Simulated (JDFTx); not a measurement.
BN:

```
CELL_PARAMETERS angstrom
2.49824 0.00000 0.00000
-1.24912 2.16354 0.00000
0.00000 0.00000 6.63570
ATOMIC_POSITIONS crystal
N 0.66667 0.33333 0.25000
N 0.33333 0.66667 0.75000
B 0.66667 0.33333 0.75000
B 0.33333 0.66667 0.25000
```

- Program: JDFTx 1.7.0 (patched build)
- Task: relaxation of cell and atoms
- Functional: RPBE
- Potentials or basis: PseudoDojo-SR-PBE-0.5-standard
- Cutoff: 1143 eV
- Density cutoff: 9143 eV
- k mesh: 12 × 12 × 4
- Occupations: fermi-dirac, width 0.05 eV
- Spin: no spin polarisation

At the start: pressure 6.1 GPa; volume 8.97 Å³/atom.

Question: How do energy, volume and symmetry change on relaxing?

Answer: Over 18 steps the energy falls by 25.2 meV/atom and the volume is 10.60 Å³/atom (+18.2 %); space group P6_3/mmc (No. 194, to 0.05 Å).

The path:
```tsv
step	energy change (eV)	largest force (eV/Å)	pressure (GPa)	volume (Å³)
1	0.0000	0.0000	6.07	35.87
2	-0.0048	0.0000	5.03	36.00
3	-0.0153	0.0000	1.70	36.50
4	-0.0298	0.0000	1.23	37.05
5	-0.0648	0.0000	4.01	38.53
6	-0.0696	0.0000	-2.47	39.67
7	-0.0791	0.0000	0.50	39.52
8	-0.0872	0.0000	1.03	40.07
9	-0.0909	0.0000	-0.58	40.69
10	-0.0935	0.0000	0.53	40.75
11	-0.0950	0.0000	0.40	40.95
12	-0.0991	0.0000	0.04	41.68
13	-0.0995	0.0000	0.77	41.74
14	-0.1000	0.0000	0.16	41.93
15	-0.1003	0.0000	0.12	42.03
16	-0.1007	0.0000	0.01	42.38
17	-0.1007	0.0000	0.09	42.38
18	-0.1008	0.0000	0.01	42.41
```

Final structure:
```
N B
1.0
     2.51315    0.00000    0.00000
    -1.25657    2.17645    0.00000
     0.00000    0.00000    7.75329
N B
2 2
Direct
  0.66667 0.33333 0.25000
  0.33333 0.66667 0.75000
  0.66667 0.33333 0.75000
  0.33333 0.66667 0.25000
```

Caveat: the volume moved by over 15 % at a fixed basis, so the end points are rough; the plane waves are those of the starting cell, so after so large a change of volume the result is rough; the potentials were made for another functional, which shifts forces and pressure; this functional lacks dispersion, which binds the layers, so the pressure and a relaxed spacing across them are unreliable, and here the layers came unbound; the volume moved by +18 % from the deposited cell, more than functionals usually miss.
